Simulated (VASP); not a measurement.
# A VASP 6.6.1 single-point calculation on TlBr

INCAR

```
NSW = 0
IBRION = -1
NBANDS = 17
ENCUT = 520
LWAVE = .FALSE.
LREAL = .FALSE.
ISIF = 2
SIGMA = 0.02
LASPH = .TRUE.
EDIFF = 0.0001
LCHARG = .FALSE.
GGA = PE
NELM = 120
PREC = High
ISMEAR = -1
```

KPOINTS

```
KPOINTS created by Atomic Simulation Environment
0
Gamma
6 6 6
0 0 0
```

POSCAR

```
Tl Br
 1.0000000000000000
     4.0320590581999998    0.0000000000000000    0.0000000000000000
     0.0000000000000000    4.0320590581999998    0.0000000000000000
     0.0000000000000000    0.0000000000000000    3.9949064284000002
 Tl  Br
   1   1
Cartesian
  0.0000000000000000  0.0000000000000000  0.0000000000000000
  2.0160295290999999  2.0160295290999999  1.9974532141999997
```

The recommended PBE PAW datasets give the neutral cell 20 valence electrons.

Command

```
mpirun -np 1 vasp_std
```

**Question.** How does this run end, and what does it give?

**Answer.** It converged. Results: gap between bands v and c on the k mesh 1.90 eV; least direct gap on the k mesh 1.92 eV; pressure 0.5 GPa. Band v is the last that the valence electrons fill when counted band by band, and c is the next.

OSZICAR

```
N       E                     dE             d eps       ncg     rms          rms(c)
DAV:   1     0.987883314290E+02    0.98788E+02   -0.97227E+03  1368   0.102E+03
DAV:   2    -0.196888554691E+01   -0.10076E+03   -0.97140E+02  1671   0.225E+02
DAV:   3    -0.580675372491E+01   -0.38379E+01   -0.38267E+01  1576   0.378E+01
DAV:   4    -0.582910477380E+01   -0.22351E-01   -0.22349E-01  1721   0.343E+00
DAV:   5    -0.582934506879E+01   -0.24029E-03   -0.24029E-03  1658   0.344E-01    0.264E+00
DAV:   6    -0.556945659068E+01    0.25989E+00   -0.39527E-01  1430   0.303E+00    0.152E+00
DAV:   7    -0.554182774083E+01    0.27629E-01   -0.12749E-01  1479   0.151E+00    0.841E-01
DAV:   8    -0.554247776617E+01   -0.65003E-03   -0.17789E-02  1597   0.832E-01    0.176E-01
DAV:   9    -0.554214189064E+01    0.33588E-03   -0.14555E-03  1509   0.195E-01    0.805E-02
DAV:  10    -0.554228763537E+01   -0.14574E-03   -0.32479E-04  1537   0.894E-02    0.256E-02
DAV:  11    -0.554228579125E+01    0.18441E-05   -0.26275E-05   778   0.338E-02
   1 F= -.55422858E+01 E0= -.55422858E+01  d E =-.252539E-12
```

For comparison, a separate PBE run of the intended cell, on usual settings and not on those above, gives a gap of 1.90 eV on its mesh and a pressure of 0.5 GPa.
